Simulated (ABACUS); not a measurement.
LiCl, 2 atoms in the cell. Symmetry: Fm-3m, No. 225, cubic system. The conventional cell has a = 5.130 Å, b = 5.130 Å, c = 5.130 Å, α = 90.00°, β = 90.00°, γ = 90.00°. Around Cl (site symmetry m-3m) lie 6 Li at 2.56 Å. Around Li (site symmetry m-3m) lie 6 Cl at 2.56 Å. 

```yaml
Program: ABACUS 3.10.1
Task: relaxation of cell and atoms
Functional: rPW86PBE
Potentials_or_basis: SG15 ONCV 1.2 PBE
Cutoff: 1007 eV
Density_cutoff: 4027 eV
Basis: plane waves
k_mesh: 7 × 7 × 7
Occupations: fermi-dirac, width 0.05 eV
Spin: no spin polarisation
Max_steps_of_the_relaxation: 60
Force_threshold: 0.01 eV/Å
Optimiser: cg
Stress_threshold: 1 kbar
Radial_cutoff_of_the_potentials_pseudo_rcut: 10 bohr
SCF_threshold_on_the_density: 1e-08
Max_SCF_steps: 100
Eigensolver: dav
Mixing: broyden
Mixing_share: 0.7
Symmetry_key: 1
Bands: 9
```

Potentials or basis: SG15 ONCV 1.2 PBE, plane waves.

Run with:

```bash
$ OMP_NUM_THREADS=1 mpirun -np 4 abacus > log
```

Hardware: 4 MPI ranks on AMD EPYC 9R14 (Zen 4) (shared host).

Problem. Estimate the wall time of this run.

Solution. Run time: 4.2 s on 4 MPI ranks on AMD EPYC 9R14 (Zen 4) (shared host), peak memory 0.36 GiB a rank. Counts: scf iterations 12, k points 20, bands 9, ion steps 3, ranks 4.
